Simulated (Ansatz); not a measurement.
# InPd under changes of volume

One of the cells (17.513 Å³/atom); the others are scaled copies at fixed shape and fractional positions:

```
CELL_PARAMETERS angstrom
3.27188 0.00000 0.00000
0.00000 3.27188 0.00000
0.00000 0.00000 3.27188
ATOMIC_POSITIONS crystal
In 0.00000 0.00000 0.00000
Pd 0.50000 0.50000 0.50000
```

The cell comes from a database or a generator and needn't be the stable form of this composition.

- Program: Ansatz 0.2.0
- Functional: PBE
- Potentials or basis: Ansatz PAW
- Cutoff: 420 eV (not typed: the program's choice for these potentials)
- k mesh: 8 × 8 × 8
- Occupations: fermi-dirac, width 0.05 eV
- Spin: no spin polarisation

| volume (Å³/atom) | energy over the lowest point (meV/atom) | pressure (GPa) |
| --- | --- | --- |
| 16.462 | 58.94 | 13.4 |
| 16.813 | 33.74 | 9.7 |
| 17.163 | 16.10 | 6.5 |
| 17.513 | 5.14 | 3.6 |
| 17.863 | 0.00 | 1.1 |
| 18.214 | 0.06 | -1.1 |
| 18.564 | ? | ? |

Q: What does the run at 18.564 Å³/atom give?

A: Energy over the lowest point 4.75 meV/atom; pressure -3.1 GPa.

Worked out: A Birch-Murnaghan fit of order 3 (a polynomial in V^(-2/3)) to the other rows has its minimum at 18.03 Å³/atom with B0 = V·E''(V) = 115 GPa and B' = 5.4. It gives 4.69 meV/atom at 18.564 Å³/atom, against the run's 4.75, and -dE/dV = -3.1 GPa, against -3.1.

Energies are extrapolated to zero smearing.
